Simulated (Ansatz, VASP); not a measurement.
One calculation of SnTe, two programs

```
CELL_PARAMETERS angstrom
0.00000 3.15085 3.15085
3.15085 0.00000 3.15085
3.15085 3.15085 0.00000
ATOMIC_POSITIONS crystal
Te 0.50000 0.50000 0.50000
Sn 0.00000 0.00000 0.00000
```

Alike in both runs: task single point; functional PBE; k mesh 7 × 7 × 7; occupations gaussian, width 0.013 eV; no spin polarisation.

|  | VASP | Ansatz |
| --- | --- | --- |
| version | VASP 6.6.1 | Ansatz 0.2.0 |
| potentials or method | VASP PAW PBE potentials, release 64 (Te, Sn_d) | Ansatz PAW |
| plane-wave cutoff (eV) | 520 | 420 |
| valence electrons in the cell | 20 | 30 |

|  | VASP | Ansatz | Ansatz less VASP |
| --- | --- | --- | --- |
| gap on the k mesh at the Fermi level (eV) | 0.66 | 0.66 | +0.001 |
| least direct gap on the mesh (eV) | 0.66 | 0.66 | +0.001 |
| pressure (GPa) | 2.2 | 2.2 | +0.06 |

With one functional, cell and mesh, what is left measures potentials, basis and numerics. The two sets of potentials don't hold the same shells in valence.

Spin-orbit coupling is left out, which matters for the levels of Te.
